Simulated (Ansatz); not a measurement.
## Correcting a cheap level on carbon molecules

The atomisation enthalpy at 298 K in kJ/mol of 7 carbon molecules: x at BCCD(T)/6-31G* (spherical functions), y from tabulated heats of molecules and atoms (Active Thermochemical Tables, CRC Handbook of Chemistry and Physics). Shapes, held fixed at every level: PBE0-D4/def2-TZVP. Flexible molecules stand in one conformer, not always the lowest. Computed values hold a harmonic thermal term (B3LYP/6-31G*, PBE/def2-SVP, PBE0-D4/def2-TZVP) and the atoms' spin-orbit lowering. Programs: Ansatz 0.2.0.

| molecule | x (kJ/mol) | y (kJ/mol) |
| --- | --- | --- |
| C3H7Cl (1-chloropropane) | 3581 | 3930 |
| C4H6 (1,3-butadiene) | 3733 | 4065 |
| C4H8 (cyclobutane) | 4197 | 4584 |
| C4H8 (1-butene) | 4217 | ? |
| C4H8 (isobutene) | 4232 | 4629 |
| C4H9Cl (1-chlorobutane) | 4658 | 5105 |
| C5H8 (2,3-pentadiene) | 4760 | 5195 |

Fit y = c + s·x to the known rows and predict y for C4H8 (1-butene).


1. Means of the 6 rows: x = 4193.50, y = 4584.7.
2. Σ(Δx)² = 1125394, Σ(Δx·Δy) = 1229443, so the slope is 1229443/1125394 = 1.0925.
3. Intercept: 4584.7 − (1.0925) × 4193.50 = 3.3. The largest residual of the fit is 17.
4. C4H8 (1-butene): 3.3 + 1.0925 × 4217 = 4610 kJ/mol.

The tabulated heats give 4612 kJ/mol, so the prediction is off by -2 kJ/mol, within the largest residual. Uncorrected, BCCD(T)/6-31G* (spherical functions) misses it by -395 kJ/mol, and the other rows by 391 on average. The line removes about 100 % of this miss. Left out in turn, the other rows are missed by 16 kJ/mol on average, so much of the error is systematic among these molecules. The heats of C3H7Cl, C4H9Cl come from older tables and can be uncertain by 10 kJ/mol or more. Coupled cluster in double- or triple-zeta sets underbinds by a few per cent against its basis-set limit.
